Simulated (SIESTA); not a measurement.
Crystal: CaF2 (Fluorite).

```
Ca F
1.0
     0.00000    2.73100    2.73100
     2.73100    0.00000    2.73100
     2.73100    2.73100    0.00000
Ca F
1 2
Direct
  0.00000 0.00000 0.00000
  0.75000 0.75000 0.75000
  0.25000 0.25000 0.25000
```

Program: SIESTA 5.4.2. Alike in all runs: no spin polarisation; cell as given; k mesh 8 × 8 × 8; smearing fermi-dirac 0.05 eV; grid cutoff 800 Ry; energy shift 0.003 Ry.

Task: Order these runs on this cell by their pressure, lowest first.
A. level PBEsol; potentials or basis PseudoDojo 0.4 standard (PBEsol files), DZP (energy shift 0.003 Ry; two zetas on semicore shells; d shell added on Ca)
B. level LDA; potentials or basis PseudoDojo 0.4 standard (LDA files), DZP (energy shift 0.003 Ry; two zetas on semicore shells; d shell added on Ca)
C. level vdW-DF-cx; potentials or basis PseudoDojo 0.4 standard (PBE files), DZP (energy shift 0.003 Ry; two zetas on semicore shells; d shell added on Ca)
D. level BLYP; potentials or basis PseudoDojo 0.4 standard (PBE files), DZP (energy shift 0.003 Ry; two zetas on semicore shells; d shell added on Ca)

Result: B (-6.4 GPa), A (-1.9 GPa), C (-0.1 GPa), D (4.7 GPa).

Caveats: the basis of atomic orbitals isn't converged, which shifts pressures, moduli and gaps; the potentials were made for another functional, which shifts forces and pressure (some runs).

Runs at the PBE level aren't shown here.
